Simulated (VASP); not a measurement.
Write the native input for VASP 6.6.1 that does the following.

```yaml
Task: relaxation of cell and atoms
Functional: TPSS
Potentials_or_basis: VASP PAW PBE potentials, release 64 (Pb_d, S)
Cutoff: 600 eV
k_mesh: 8 × 8 × 8
Occupations: gaussian, width 0.05 eV
Spin: no spin polarisation
Further_INCAR_settings: ALGO = Normal; EDIFF = 1e-06; IBRION = 2; EDIFFG = -0.005; NSW = 60; ISIF = 3
```

The structure of PbS (Galena) lies in POSCAR:

```
PbS
1.0
    0.0000000000      2.9657500000      2.9657500000
    2.9657500000      0.0000000000      2.9657500000
    2.9657500000      2.9657500000      0.0000000000
Pb S
1 1
Direct
    0.0000000000      0.0000000000      0.0000000000
    0.5000000000      0.5000000000      0.5000000000
```

These files were run (other wordings do the same):

INCAR

```
PREC = Accurate
ENCUT = 600
EDIFF = 1E-6
ISMEAR = 0
SIGMA = 0.05
LREAL = F
LASPH = T
NELM = 100
ALGO = Normal
ISIF = 3
LWAVE = F
LCHARG = F
METAGGA = TPSS
LMIXTAU = T
IBRION = 2
NSW = 60
EDIFFG = -0.005
```

KPOINTS

```
regular mesh
0
Gamma
  8 8 8
```

Potentials or basis: VASP PAW PBE potentials, release 64 (Pb_d, S).

Run with:

```console
$ cat potpaw_PBE.64/Pb_d/POTCAR potpaw_PBE.64/S/POTCAR > POTCAR
$ mpirun -np 1 vasp_std > vasp.out
```

Results of the run:

```json
{
 "Relaxed volume": "26.87 Å³/atom",
 "Relaxed cell": "a = 4.236 Å, b = 4.236 Å, c = 4.236 Å, α = 60.00°, β = 60.00°, γ = 60.00°",
 "Space group after relaxing (to 0.05 Å)": "Fm-3m (No. 225)",
 "Energy gained by relaxing": "4.3 meV/atom",
 "Ionic steps": "3",
 "Pressure after relaxing": "0.0 GPa",
 "Band gap on the k mesh": "0.48 eV, direct"
}
```

Caveat: the PAW data sets were made with another functional, which shifts forces and pressure a little; spin-orbit coupling is left out, which as a rule narrows the gap of such compounds by several tenths of an eV.

Run time: 9.1 min on 1 thread of Intel(R) Xeon(R) Platinum 8259CL CPU @ 2.50GHz (Skylake/Cascade Lake) (shared host), peak memory 0.24 GiB.
